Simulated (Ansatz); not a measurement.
Theory: DFT PBEsol, scalar-relativistic, plane waves, PAW in Ansatz 0.2.0.

Structure of Ni3Ge:

```yaml
crystal:
  lattice:
    - [3.52491, 0.00000, 0.00000]
    - [0.00000, 3.52491, 0.00000]
    - [0.00000, 0.00000, 3.52491]
  atoms:
    - { symbol: Ni, position: [0.50000, 0.00000, 0.50000] }
    - { symbol: Ni, position: [0.00000, 0.50000, 0.50000] }
    - { symbol: Ni, position: [0.50000, 0.50000, 0.00000] }
    - { symbol: Ge, position: [0.00000, 0.00000, 0.00000] }
```

Plane waves to 420 eV, a k mesh through Γ of 12×12×12 on the computed 4-atom cell and Gaussian smearing (0.10 eV); no spin polarisation.

Levels along Γ–X–M–Γ–R–X | R–M, in eV from the Fermi level, sorted by energy at each point. Points in fractions of the primitive reciprocal vectors: Γ (0.000 0.000 0.000), X (0.000 0.500 0.000), M (0.500 0.500 0.000), R (0.500 0.500 0.500).
```tsv
point	k (1/Å, with 2π)	band 32	band 33	band 34	band 35	band 36	band 37	band 38
Γ	0.000	-0.59	-0.29	0.03	0.03	0.03	3.97	6.87
-	0.127	-0.58	-0.31	0.03	0.13	0.13	4.16	6.87
-	0.255	-0.59	-0.38	0.03	0.49	0.49	4.50	6.86
-	0.382	-0.61	-0.48	0.03	1.07	1.07	4.70	6.84
-	0.509	-0.73	-0.54	0.03	1.77	1.77	4.74	6.82
-	0.637	-0.91	-0.54	0.03	2.53	2.53	4.71	6.80
-	0.764	-1.08	-0.54	0.03	3.25	3.25	4.66	6.16
X	0.891	-1.16	-0.54	0.03	3.63	3.63	4.64	5.73
-	1.019	-1.12	-0.56	-0.02	3.01	3.69	5.01	5.11
-	1.146	-0.97	-0.62	-0.16	2.18	3.82	3.89	5.53
-	1.273	-0.86	-0.71	-0.36	1.51	2.68	4.21	5.78
-	1.401	-0.84	-0.81	-0.57	1.06	1.74	4.62	6.00
-	1.528	-1.02	-0.84	-0.76	0.79	1.08	5.10	6.21
-	1.655	-1.12	-0.91	-0.90	0.67	0.74	5.53	6.37
M	1.782	-1.12	-0.96	-0.95	0.64	0.64	5.73	6.43
-	1.963	-1.13	-0.87	-0.85	0.64	0.92	5.32	6.31
-	2.143	-0.99	-0.73	-0.65	0.63	1.89	4.33	6.07
-	2.323	-0.89	-0.61	-0.42	0.61	3.16	3.54	5.85
-	2.503	-0.71	-0.54	-0.23	0.55	2.02	5.53	5.70
-	2.683	-0.54	-0.49	-0.09	0.41	1.01	5.14	7.51
-	2.863	-0.57	-0.34	0.00	0.18	0.27	4.37	6.98
Γ	3.043	-0.59	-0.29	0.03	0.03	0.03	3.97	6.87
-	3.264	-0.61	-0.37	-0.02	0.29	0.29	4.60	7.17
-	3.484	-0.66	-0.44	-0.08	0.68	0.68	6.22	7.43
-	3.704	-0.92	-0.36	-0.12	0.81	0.81	5.36	7.04
-	3.925	-1.01	-0.34	-0.16	0.58	0.58	3.52	5.59
-	4.146	-1.02	-0.41	-0.18	0.14	0.14	2.00	4.72
-	4.366	-1.12	-0.60	-0.20	-0.15	-0.15	1.03	4.31
R	4.587	-1.18	-0.62	-0.20	-0.20	-0.20	0.72	4.20
-	4.767	-1.14	-0.65	-0.21	-0.17	-0.14	0.92	4.22
-	4.947	-0.99	-0.67	-0.24	0.10	0.19	1.38	4.28
-	5.127	-0.89	-0.88	-0.28	0.60	1.04	1.78	4.41
-	5.307	-0.92	-0.84	-0.29	1.34	2.07	2.16	4.63
-	5.487	-0.90	-0.72	-0.23	2.24	2.42	3.45	4.99
-	5.667	-1.06	-0.58	-0.06	3.01	3.15	4.81	5.46
X	5.847	-1.16	-0.54	0.03	3.63	3.63	4.64	5.73
R	5.847	-1.18	-0.62	-0.20	-0.20	-0.20	0.72	4.20
-	5.974	-1.15	-0.67	-0.23	-0.17	-0.17	0.82	4.29
-	6.102	-1.10	-0.77	-0.30	-0.07	-0.07	1.16	4.57
-	6.229	-1.04	-0.89	-0.42	0.11	0.11	1.73	5.08
-	6.356	-1.02	-1.00	-0.56	0.32	0.32	2.52	5.82
-	6.484	-1.13	-0.97	-0.73	0.50	0.50	3.52	6.79
-	6.611	-1.12	-0.96	-0.88	0.60	0.60	4.69	7.62
M	6.738	-1.12	-0.96	-0.95	0.64	0.64	5.73	6.43
```

A ferromagnetic start lost its moments in a first run, so spin was left out; other magnetic orders weren't tried.